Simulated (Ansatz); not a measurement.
# A series in volume per atom on SnO2

Results calculated with Ansatz 0.2.0, not measured. Density functional energy, stress (positive in compression), forces and moments (in spheres) of a cell at fixed atoms, energy at zero smearing over the elements' standard crystals or gases in the same functional; plane waves with PAW datasets, Gamma-centred k mesh.

Cell of the first row (space group P4_2/mnm, No. 136):
```
cell vectors (Å)
   4.4908     0.0000     0.0000
   0.0000     4.4913     0.0000
   0.0000     0.0000     3.0340
atoms (fractions of the cell vectors)
Sn  0.50000  0.50000  0.50000
Sn  0.00000  0.00000  0.00000
O   0.30598  0.30618  0.00000
O   0.80598  0.19382  0.50000
O   0.19402  0.80618  0.50000
O   0.69402  0.69382  0.00000
```

Settings of every row: functional LDA; dispersion none; spin none; wave cutoff 520 eV; k mesh 6x6x8; occupations gaussian; smearing width 0.05 eV.

Limits of some rows: a crossing between the sampled k points may be missed (row 6).

| row | volume per atom (Å³) | pressure (GPa) | largest force (eV/Å) |
| --- | --- | --- | --- |
| 1 | 10.199 | 46.53 | 0.626 |
| 2 | 10.614 | 31.2 | 0.436 |
| 3 | 11.444 | 8.4 | 0.126 |
| 4 | 11.859 | 0 | 0 |
| 5 | 12.274 | -6.84 | 0.111 |
| 6 | 13.104 | ? | ? |

Question: what pressure should row 6 give?

Worked fit of pressure. Take u = (V_r/V)^(2/3) − 1 with V_r = 11.444 Å³ an atom, which is twice the finite (Eulerian) strain; such expansions in the strain, on which the Birch-Murnaghan equation of state is built, carry the rest volume and the bulk modulus. The shown rows have u = 0.07981, 0.05148, 0, -0.02347, -0.04561. Least squares give pressure = 8.369 + 385.41 × u + 1155.9 × u² GPa; a straight line predicts inner rows, each left out in turn, worse (root mean square 2 against 0.093 GPa). The rows lie off it by 0.04, -0.07, 0.03, 0.04, -0.04 (root mean square 0.046 GPa). The pressure vanishes at u = -0.0233, or V = 11.86 Å³ an atom, and there the bulk modulus at fixed shape and fractions is B = −V dP/dV = (2/3)(1 + u) dP/du = 216 GPa. Letting shape and atoms relax would as a rule lower it, by much in layered, chain or molecular crystals. The withheld row has u = -0.08634, so the fit gives 8.369 + 385.41 × (-0.08634) + 1155.9 × (-0.08634)² = -16.29 GPa.

The calculation gave -16.91 GPa. The fit lies 0.62 GPa (3.7 % of the value, 0.98 % of the column's range) above it; its largest miss of a shown row is 0.07 GPa. This row lies beyond the range of the fit.

The other values of row 6: largest force 0.291 eV/Å.
